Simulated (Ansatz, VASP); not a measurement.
# Hf in VASP and in Ansatz

```
Hf
1.0
    -1.79146    1.79146    1.80500
     1.79146   -1.79146    1.80500
     1.81854    1.81854   -1.80500
Hf
1
Direct
  0.00000 0.00000 0.00000
```

This isn't the form of Hf at room conditions, which is hcp.

Alike in both runs: task electric field gradients; functional PBE; k mesh 16 × 16 × 16; no spin polarisation.

|  | VASP | Ansatz |
| --- | --- | --- |
| version | VASP 6.6.1 | Ansatz 0.2.0 |
| potentials or method | VASP PAW PBE potentials, release 64 (Hf_pv), cutoff 520 eV | all-electron PAW with datasets made for the crystal, scalar-relativistic |
| occupations | methfessel-paxton of order 1, width 0.05 eV | cold, width 0.05 eV |

```tsv
	VASP	Ansatz	Ansatz less VASP
gap on the k mesh at the Fermi level (eV)	none	none	-
pressure (GPa)	-5.6	-5.2	+0.34
largest component of the traceless stress (GPa)	0.82	0.84	+0.024
```

A gap of «none» marks a metal or a gap that the smearing closes. Ansatz ran all-electron here, so the differences hold the error of VASP's frozen core and of both bases. Ansatz warned: «gradients_without_spin_orbit».

The runs have no spin-orbit coupling, so splittings on Hf are missing.
